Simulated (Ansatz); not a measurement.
The system is CdO (Monteponite).

```xyz
2
Lattice="0.0000 2.3495 2.3495 2.3495 0.0000 2.3495 2.3495 2.3495 0.0000" Properties=species:S:1:pos:R:3 pbc="T T T"
Cd    0.0000    0.0000    0.0000
O     2.3495    2.3495    2.3495
```

Base run:

- Program: Ansatz 0.2.0
- Functional: rPW86-PBE
- Potentials or basis: Ansatz PAW
- Cutoff: 420 eV (not typed: the program's choice for these potentials)
- k mesh: 10 × 10 × 10
- Occupations: fermi-dirac, width 0.05 eV
- Spin: no spin polarisation

Its results: band gap on the k mesh none (metal or under the smearing width); pressure 11.8 GPa.

Q: The run is repeated on the same cell with these changes: functional from rPW86-PBE to PBE; cutoff from 420 eV (not typed: the program's choice for these potentials) to 500 eV. What comes out?

A: Band gap on the k mesh none (metal or under the smearing width); pressure 6.1 GPa.

Caveats: this crystal is a semiconductor, whose small gap the functional closes, so the metal is an error of the method; the PAW data sets come from PBE, with cores solved anew for the run's functional, which leaves a small shift of forces and pressure (some runs).
